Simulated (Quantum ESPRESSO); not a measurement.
# ZnS: band structure with r2SCAN

**The experiment to reproduce.**

“Electronic, vibrational, and thermodynamic properties of ZnS (zincblende and rocksalt structure)”, 2009, arxiv:0911.5022 quotes, for a bulk crystal of ZnS at 19 K: band gap 3.85 eV (direct).

The system is ZnS.

```
Zn S
1.0
     0.00000    2.70200    2.70200
     2.70200    0.00000    2.70200
     2.70200    2.70200    0.00000
Zn S
1 1
Direct
  0.75000 0.75000 0.75000
  0.00000 0.00000 0.00000
```

- Program: Quantum ESPRESSO 7.5
- Task: band structure
- Functional: r2SCAN
- Potentials or basis: SG15 PBE 1.2
- Cutoff: 952 eV
- Density cutoff: 3810 eV
- k mesh: 7 × 7 × 7
- Occupations: fermi-dirac, width 0.05 eV
- Spin: no spin polarisation
- Symmetry: off
- Mixing beta: 0.5
- Most SCF iterations: 120
- SCF threshold: 1e-08 Ry

- Pressure: 0.0 GPa
- Band gap on the k mesh: 2.62 eV, direct
- Band gap along the path: 2.62 eV, direct

Levels at the corners of the path, in eV from the valence-band top:
| point | band 9 | band 10 | band 11 | band 12 | band 13 | band 14 | band 15 | band 16 | band 17 | band 18 |
| --- | --- | --- | --- | --- | --- | --- | --- | --- | --- | --- |
| Γ | -6.17 | -6.17 | 0.00 | 0.00 | 0.00 | 2.62 | 7.04 | 7.04 | 7.04 | 12.43 |
| X | -6.10 | -5.94 | -4.63 | -2.25 | -2.25 | 3.77 | 4.56 | 11.75 | 12.91 | 12.91 |
| W | -6.21 | -5.76 | -4.60 | -2.79 | -2.77 | 6.09 | 6.67 | 8.53 | 8.79 | 13.39 |
| K | -6.13 | -5.81 | -4.65 | -3.17 | -1.83 | 4.57 | 6.50 | 10.02 | 10.51 | 11.46 |
| Γ | -6.17 | -6.17 | 0.00 | 0.00 | 0.00 | 2.62 | 7.04 | 7.04 | 7.04 | 12.43 |
| L | -6.14 | -5.95 | -5.35 | -0.87 | -0.87 | 3.84 | 7.51 | 7.51 | 9.41 | 12.87 |
| U | -6.13 | -5.81 | -4.65 | -3.17 | -1.83 | 4.57 | 6.50 | 10.02 | 10.51 | 11.46 |
| W | -6.21 | -5.76 | -4.60 | -2.79 | -2.77 | 6.09 | 6.67 | 8.53 | 8.79 | 13.39 |
| L | -6.14 | -5.95 | -5.35 | -0.87 | -0.87 | 3.84 | 7.51 | 7.51 | 9.41 | 12.87 |
| K | -6.13 | -5.81 | -4.65 | -3.17 | -1.83 | 4.57 | 6.50 | 10.02 | 10.51 | 11.46 |
| U | -6.13 | -5.81 | -4.65 | -3.17 | -1.83 | 4.57 | 6.50 | 10.02 | 10.51 | 11.46 |
| X | -6.10 | -5.94 | -4.63 | -2.25 | -2.25 | 3.77 | 4.56 | 11.75 | 12.91 | 12.91 |

Run time: 3.3 min on 2 MPI ranks on Intel(R) Xeon(R) 6975P-C (Granite Rapids), on a shared host, peak memory 0.3 GiB a rank.

Measured gap of ZnS: 3.85 eV (direct; 19 K; quoted in “Electronic, vibrational, and thermodynamic properties of ZnS (zincblende and rocksalt structure)”, 2009, arxiv:0911.5022). This calculation gives 2.62 eV (-1.23 eV). The value is that of r2SCAN, without temperature or zero-point motion.

Caveat: the potentials were made for another functional, which shifts forces and pressure.
